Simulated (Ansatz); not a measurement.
Relaxed sheet of Te2Mo, cell area A = 10.632 Å²:

```
CELL_PARAMETERS angstrom
3.50389 0.00000 0.00000
-1.75195 3.03446 0.00000
0.00000 0.00000 33.27021
ATOMIC_POSITIONS crystal
Te 0.33333 0.66667 0.44539
Mo 0.66667 0.33333 0.50000
Te 0.33333 0.66667 0.55461
```

These are results of DFT PBE+D3(BJ), scalar-relativistic, plane waves, PAW (Ansatz), not measurements. Settings: cutoff 420 eV, Γ-centred mesh 12×12×1 on the computed 3-atom cell, Gaussian smearing of 0.02 eV; no spin polarisation. The sheet is isolated along c (Coulomb cut-off).

Under biaxial strain, atoms relaxed, stress positive in compression; ΔE is the free energy at this smearing, of which the stress is the derivative:

| strain (%) | σxx (N/m) | σyy (N/m) | ΔE (meV/cell) | thickness (Å) |
| --- | --- | --- | --- | --- |
| -2 | 2.364 | 2.364 | 30.15 | 3.688 |
| +2 | -1.982 | -1.982 | 27.27 | 3.582 |

Problem. Which in-plane elastic constants follow from the stresses?

Solution. With εxx = εyy = ε the tension along x is (C11 + C12)ε. The central difference gives C11 + C12 = (2.364 − (-1.982))/0.04 = 108.7 N/m and C22 + C12 = 108.7 N/m. The layer modulus for a change of area, (C11 + C22 + 2C12)/4, is 54.3 N/m.

Problem. Do the energies agree?

Solution. The second difference [ΔE(−ε) + ΔE(+ε)]/(A·ε²) = (30.15 + 27.27) meV/(10.632 Å² × 0.0004) × 16.02 N/m per eV/Å² = 216.3 N/m should equal C11 + C22 + 2C12 = 217.3 N/m; they differ by 0.5 %, so the two routes agree. The stress in compression and in tension differ in size because of the third-order constants.

Problem. The unstrained thickness between the outer atoms is 3.634 Å. How does it respond?

Solution. d ln t/dε = (3.582 − 3.688)/(3.634 × 0.04) = -0.73: the sheet thins as it is stretched, as its bonds turn towards the plane.

An atom lies near a switch of its D3 coefficient C6 between reference coordination numbers, so the dispersion energy changes steeply there and can make or shift the minimum.

The sheet resists compression more strongly than an equal stretch, in both stress and energy. Anharmonicity of the covalent Mo 4d–Te 5p bonds is a likely reason, since repulsion between filled shells rises steeply at short range while orbital overlap weakens on stretching, but the dispersion term may also contribute to the asymmetry.

The thickness response shows how the strain is shared. If the Mo–Te bonds were rigid and only tilted, the geometry of the prism would require a markedly stronger thinning than the computed -0.73. The bonds therefore lengthen as well as rotate under tension, and the layer modulus reflects both bond stretching and angle bending around the metal. The freedom of the Te planes to move along the normal relieves part of the in-plane load, so a sheet held at fixed thickness would be stiffer.

Equal biaxial strain fixes only the sum of C11 and C12, leaving the shear stiffness, Young's modulus and in-plane Poisson ratio undetermined.
